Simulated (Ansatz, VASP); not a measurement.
**One calculation of Te, two programs**

File INCAR:

```
PREC = Accurate
ENCUT = 520
EDIFF = 1E-6
ISMEAR = -1
SIGMA = 0.1
LREAL = False
LASPH = True
NELM = 100
ALGO = Normal
ISIF = 2
LWAVE = False
LCHARG = False
GGA = B5
ALDAX = 1.0
AGGAX = 1.0
AGGAC = 1.0
ALDAC = 0.0
NBANDS = 13
```

KPOINTS

```
Automatic mesh
0
Gamma
  8 8 8
```

Contents of POSCAR:

```
Te
1.0
    0.0000000000      3.8293283611      3.8293283611
    3.8293283611      0.0000000000      3.8293283611
    3.8293283611      3.8293283611      0.0000000000
Te
2
Direct
    0.1250000000      0.1250000000      0.1250000000
    0.8750000000      0.8750000000      0.8750000000
```

Input for Ansatz:

```yaml
crystal:
  lattice:
    - [0.0, 3.8293283611, 3.8293283611]
    - [3.8293283611, 0.0, 3.8293283611]
    - [3.8293283611, 3.8293283611, 0.0]
  atoms:
    - { symbol: Te, position: [0.125, 0.125, 0.125] }
    - { symbol: Te, position: [0.875, 0.875, 0.875] }
hamiltonian:
  xc: blyp
  pseudopotentials:
    kind: paw
    azcp:
      Te: "pseudopotentials/Te.paw.azcp"
basis:
  ecutwfc: 420
  fft_grid_basis: typed
kpoints:
  mp_grid: { grid: [8, 8, 8], shift: [0, 0, 0] }
magnetization:
  spin_polarized: false
scf:
  occupations: { method: fermi_dirac, width: 0.1 }
  lower_state_search: "off"
output:
  stress: true
```

Alike in both runs: task single point; functional BLYP; k mesh 8 × 8 × 8; occupations fermi-dirac, width 0.1 eV; no spin polarisation.

|  | VASP | Ansatz |
| --- | --- | --- |
| version | VASP 6.6.1 | Ansatz 0.2.0 |
| potentials or method | VASP PAW PBE potentials, release 64 (Te) | plane waves (420 eV) with PAW, scalar-relativistic |
| plane-wave cutoff (eV) | 520 | 420 |
| valence electrons in the cell | 12 | 32 |

VASP gave:

- pressure (GPa): -1.8

Question: Which values does Ansatz return?

Answer: Pressure (GPa): -1.9.

The two sets of potentials don't hold the same shells in valence.

Caveats: the PAW data sets were made with another functional, which shifts forces and pressure a little (VASP). Spin-orbit coupling is left out, which matters for the levels of Te.
